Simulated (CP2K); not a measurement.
Crystal: MgSe.

```
Se Mg
1.0
     3.85444    0.00000    0.00000
     1.92722    3.33804    0.00000
     1.92722    1.11268    3.14714
Se Mg
1 1
Direct
  0.50000 0.50000 0.50000
  0.00000 0.00000 0.00000
```

Base run:

```yaml
Program: CP2K 2026.2
Functional: PBEsol
Potentials_or_basis: POTENTIAL_UZH Se GTH-PBE-q6, Mg GTH-PBE-q10; TZVP-MOLOPT-PBE-GTH basis
Density_cutoff: 19048 eV
k_mesh: 8 × 8 × 8
Occupations: fermi-dirac, width 0.1 eV
Spin: no spin polarisation
```

Its results: band gap on the k mesh 1.58 eV, indirect (least direct gap 2.37 eV).

The run is repeated on the same cell with these changes: functional from PBEsol to TB-mBJ; occupations from fermi-dirac, width 0.1 eV to fermi-dirac, width 0.0259 eV. What comes out?

Band gap on the k mesh 1.91 eV, indirect (least direct gap 2.98 eV).

Caveats: the basis of atomic orbitals isn't converged, which shifts pressures, moduli and gaps; this is a model potential without an energy functional, so only levels have meaning (some runs).
